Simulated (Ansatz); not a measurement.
Program: Ansatz.

Input file:

```yaml
accuracy: low
crystal:
  lattice:
    - [7.834743, 0.0, 0.0]
    - [0.0, 5.54, 0.0]
    - [0.0, 0.0, 20.793429]
  atoms:
    - { symbol: Be, position: [0.0, 0.0, 0.04809212] }
    - { symbol: Te, position: [-0.0265257, 0.29765221, 0.13184351] }
    - { symbol: Be, position: [0.74119924, 0.55003897, 0.14611668] }
    - { symbol: Te, position: [0.25, 0.75, 0.04809212] }
    - { symbol: Be, position: [0.23500625, 0.59301159, 0.15279086] }
    - { symbol: Te, position: [0.75, 0.75, 0.04809212] }
    - { symbol: Be, position: [0.5, 0.0, 0.04809212] }
    - { symbol: Te, position: [0.50581629, 0.27663364, 0.1552346] }
    - { symbol: Be, position: [0.51158765, 0.07577379, 0.25952117] }
    - { symbol: Te, position: [0.46833119, 0.3736374, 0.33998853] }
    - { symbol: Be, position: [0.20510159, 0.56875435, 0.33778934] }
    - { symbol: Te, position: [0.74922494, 0.80346677, 0.24314606] }
    - { symbol: Be, position: [0.71880988, 0.60344576, 0.34957881] }
    - { symbol: Te, position: [0.23704172, 0.86456298, 0.24477632] }
    - { symbol: Be, position: [-0.00598467, 0.0375884, 0.22678714] }
    - { symbol: Te, position: [-0.07169929, 0.32566552, 0.33430717] }
    - { symbol: Be, position: [0.00622437, 0.13496425, 0.43204331] }
    - { symbol: Te, position: [-0.04081265, 0.39662944, 0.54271442] }
    - { symbol: Be, position: [0.70753728, 0.56092777, 0.50387288] }
    - { symbol: Te, position: [0.21672814, 0.86175478, 0.44021247] }
    - { symbol: Be, position: [0.21609157, 0.50163384, 0.50478022] }
    - { symbol: Te, position: [0.74542743, 0.88799282, 0.43819551] }
    - { symbol: Be, position: [0.47404941, 0.09338468, 0.44352705] }
    - { symbol: Te, position: [0.46954421, 0.35200756, 0.54697284] }
basis:
  ecutwfc: 420.0
kpoints:
  mp_grid: { grid: [2, 2, 1] }
hamiltonian:
  xc: pbe
scf:
  occupations: { method: fermi_dirac, width: 0.05 }
  lower_state_search: "off"
  max_iter: 100
md:
  timestep: 1.5
  n_steps: 25
  ensemble: nvt_langevin
  initial_velocities: maxwell_boltzmann
  seed: 990460
  constraints: [{ sites: [0, 3, 5, 6] }]
```

Run as:

```bash
$ ansatz run input.yaml --threads 4 --pin off --max-ram 10240MiB --backend cpu --events-out ev --progress --plain --runs-dir out
```

Question: Does this input run?

Answer: The input was rejected before any iteration.

```
Error: invalid value for `md.temperature`: is required — the nvt_* ensembles, npt_langevin and the maxwell_boltzmann velocity draw need a target temperature in K
```
